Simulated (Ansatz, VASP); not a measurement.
# Two plane-wave programs on Al

Contents of INCAR:

```
PREC = Accurate ; ENCUT = 520
EDIFF = 1E-6 ; ISMEAR = -1
SIGMA = 0.08 ; LREAL = F
LASPH = T ; NELM = 80
ALGO = Normal ; ISIF = 2
LWAVE = F ; LCHARG = F
GGA = CA ; NBANDS = 8
```

File KPOINTS:

```
Automatic mesh
0
Gamma
  19 19 19
```

Contents of POSCAR:

```
Al
1.0
   -1.5043516205      1.5043516205      1.5043516205
    1.5043516205     -1.5043516205      1.5043516205
    1.5043516205      1.5043516205     -1.5043516205
Al
1
Direct
    0.0000000000      0.0000000000      0.0000000000
```

Input for Ansatz:

```yaml
crystal:
  lattice:
    - [-1.5043516205, 1.5043516205, 1.5043516205]
    - [1.5043516205, -1.5043516205, 1.5043516205]
    - [1.5043516205, 1.5043516205, -1.5043516205]
  atoms:
    - { symbol: Al, position: [0.0, 0.0, 0.0] }
kpoints:
  mp_grid: { grid: [19, 19, 19] }
scf:
  occupations: { method: fermi_dirac, width: 0.08 }
  mixing: { algorithm: msr1, beta: 0.05, ndim: 2 }
  initial_density: { chi_scale: 0.1 }
  convergence: { dr2_threshold: 1.0e-09 }
hamiltonian:
  xc: lda
  pseudopotentials: { kind: paw }
output:
  forces: true
  stress: true
  eigenvalues: true
  populations: true
```

This isn't the form of Al at room conditions, which is fcc.

Alike in both runs: task single point; functional LDA; k mesh 19 × 19 × 19; occupations fermi-dirac, width 0.08 eV; no spin polarisation.

```csv
,VASP,Ansatz
version,VASP 6.6.1,Ansatz 0.2.0
potentials or method,"VASP PAW LDA potentials, release 64 (Al)","PAW with Ansatz's default frozen-core files, scalar-relativistic"
plane-wave cutoff (eV),520,420
valence electrons in the cell,3,3
```

```tsv
	VASP	Ansatz	Ansatz less VASP
gap on the k mesh at the Fermi level (eV)	none	none	-
pressure (GPa)	19.1	18.9	-0.19
```

A gap of «none» marks a metal or a gap that the smearing closes. Ansatz warned: «stress_scf_threshold_loose».

Caveats: so large a pressure means that the cell lies far from this level's equilibrium, or that cutoff or potentials fall short (VASP).
